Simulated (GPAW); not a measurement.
**C in GPAW: the effect of functional**

The system is C.

```
C
1.0
     0.00000    1.78337    1.78337
     1.78337    0.00000    1.78337
     1.78337    1.78337    0.00000
C
2
Direct
  0.75000 0.75000 0.75000
  0.50000 0.50000 0.50000
```

This isn't the form of C at room conditions, which is graphite.

Alike in all runs:

```yaml
Program: GPAW 26.7.0
Task: band structure
Cutoff: 800 eV
Basis: pw
k_mesh: 13 × 13 × 13
Occupations: fermi-dirac, width 0.05 eV
Spin: no spin polarisation
```

| functional | potentials or basis | gap on the mesh (eV) |
| --- | --- | --- |
| LDA | the program's PAW data sets (release 1.2.1) made for this functional | 4.11 |
| AM05 | PAW data sets generated in the run's folder for this functional | 4.03 |
| r2SCAN | GPAW PAW data sets (gpaw-data 1.2.1) | 4.36 |
| vdW-DF-cx | GPAW PAW data sets (gpaw-data 1.2.1) | 4.12 |
| RPBE | the program's PAW data sets (release 1.2.1) made for this functional | 4.14 |
| revPBE | the program's PAW data sets (release 1.2.1) made for this functional | 4.14 |
| SCAN | GPAW PAW data sets (gpaw-data 1.2.1) | ? |

Task: What does the run with functional SCAN give?

Result: gap on the mesh 4.54 eV.

Runs at the PBE level aren't shown here.
